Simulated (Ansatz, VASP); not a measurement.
## Two plane-wave programs on Sr

File INCAR:

```
SYSTEM = Sr
PREC     = Accurate       ! precision mode
ENCUT    = 520            ! plane-wave cutoff, eV
EDIFF    = 1E-6           ! SCF threshold, eV
ISMEAR   = 0              ! smearing method
SIGMA    = 0.03           ! smearing width, eV
LREAL    = .False.        ! projectors in reciprocal space
LASPH    = .True.         ! aspherical terms in the spheres
NELM     = 100            ! most SCF steps
ALGO     = Normal         ! electronic algorithm
ISIF     = 2              ! what is computed and relaxed
LWAVE    = .False.        ! write WAVECAR
LCHARG   = .False.        ! write CHGCAR
GGA      = PS             ! functional
NBANDS   = 11             ! bands
```

Contents of KPOINTS:

```
regular mesh
0
Gamma
  10 10 10
  0 0 0
```

File POSCAR:

```
Sr
1.0
    0.0000000000      2.7989620000      3.2857380000
    2.7989620000      0.0000000000      3.2857380000
    2.7989620000      2.7989620000      0.0000000000
Sr
1
Direct
    0.0000000000      0.0000000000      0.0000000000
```

Input for Ansatz:

```yaml
crystal:
  lattice:
    - [0.0, 2.798962, 3.285738]
    - [2.798962, 0.0, 3.285738]
    - [2.798962, 2.798962, 0.0]
  atoms:
    - { symbol: Sr, position: [0.0, 0.0, 0.0] }
basis:
  ecutwfc: 420
kpoints:
  mp_grid: { grid: [10, 10, 10] }
hamiltonian:
  xc: pbesol
scf:
  occupations: { method: gaussian, width: 0.03 }
output:
  forces: true
  stress: true
  eigenvalues: true
```

Change from the starting cell: strain -0.080 along x and y, +0.080 along z, atoms carried along.

Alike in both runs: task single point; functional PBEsol; k mesh 10 × 10 × 10; occupations gaussian, width 0.03 eV; no spin polarisation.

|  | VASP | Ansatz |
| --- | --- | --- |
| version | VASP 6.6.1 | Ansatz 0.2.0 |
| potentials or method | VASP PAW PBE potentials, release 64 (Sr_sv) | scalar-relativistic, plane waves, PAW |
| plane-wave cutoff (eV) | 520 | 420 |
| valence electrons in the cell | 10 | 10 |

|  | VASP | Ansatz | Ansatz less VASP |
| --- | --- | --- | --- |
| gap on the k mesh at the Fermi level (eV) | none | none | - |
| pressure (GPa) | 0.1 | 0.1 | -0.02 |
| largest component of the traceless stress (GPa) | 1.10 | 1.10 | 0.000 |

A gap of «none» marks a metal or a gap that the smearing closes.

Caveats: the PAW data sets were made with another functional, which shifts forces and pressure a little (VASP).
